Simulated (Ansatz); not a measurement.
## SnS₂ in the CdI2-type structure, explained

Method: r²SCAN, scalar-relativistic; no spin polarisation; PAW, 500 eV, 8×8×4 k-mesh, Gaussian smearing of 0.05 eV; code Ansatz; PAW files: Ansatz's generated set soft_2.

The compound is reported in the structure type of the start.

The relaxed structure (symmetry read at 0.01 Å). It takes space group P-3m1 (No. 164, trigonal). Conventional cell: a = 3.673 Å, b = 3.673 Å, c = 6.275 Å, α = 90.00°, β = 90.00°, γ = 120.00°. Sn (site symmetry -3m) is surrounded by 6 S at 2.58 Å. S (site symmetry 3m) is surrounded by 3 Sn at 2.58 Å. (Shells end 15 % past the nearest neighbour.)

Results at this level of theory:

| Property | Result |
| --- | --- |
| Volume | 24.44 Å³/atom |
| Band gap | 1.91 eV |
| Smallest direct gap | 2.21 eV |
| Bader charges | Sn 1.69; S -0.85 e |
| Formation energy from the elements (0 K, uncorrected) | -0.53 eV/atom (from white tin) |
| Shear modulus (Hill) | 17.0 GPa |
| Young's modulus | 42 GPa |
| Poisson's ratio | 0.22 |
| Elastically stable | yes |

Task: What kind of gap is it?

Result: It is indirect: 1.91 eV, against 2.21 eV for the smallest direct gap. Within 0.6 eV of the edges the projected states are 98 % S 3p at the top of the valence band and 57 % S 3p at the bottom of the conduction band. 

Shannon's ionic radii give a check on the bond lengths: Sn⁴⁺ with 6 neighbours 0.69 Å + S²⁻ 1.84 Å (six-fold value) = 2.53 Å against a computed mean of 2.58 Å. Sums and bonds agree within 3 %, so ion sizes set the bond lengths.

Task: How ionic is it?

Result: Bader charges against formal ones: Sn +1.69 (+4), S −0.85 (−2). The cations give up 42 % of the formal charge; Bader charges stay under formal ones because the anions' density reaches into the cations' basins, the more so the higher the formal charge and the softer the anion.

Kohn–Sham gaps of semilocal functionals lie under measured ones, often by a third or more. The structure is built of weakly bound layers, and this functional has no dispersion term, so their spacing and all that hangs on it (volume, the soft elastic constants, low modes, dielectric constants) are poorly given.
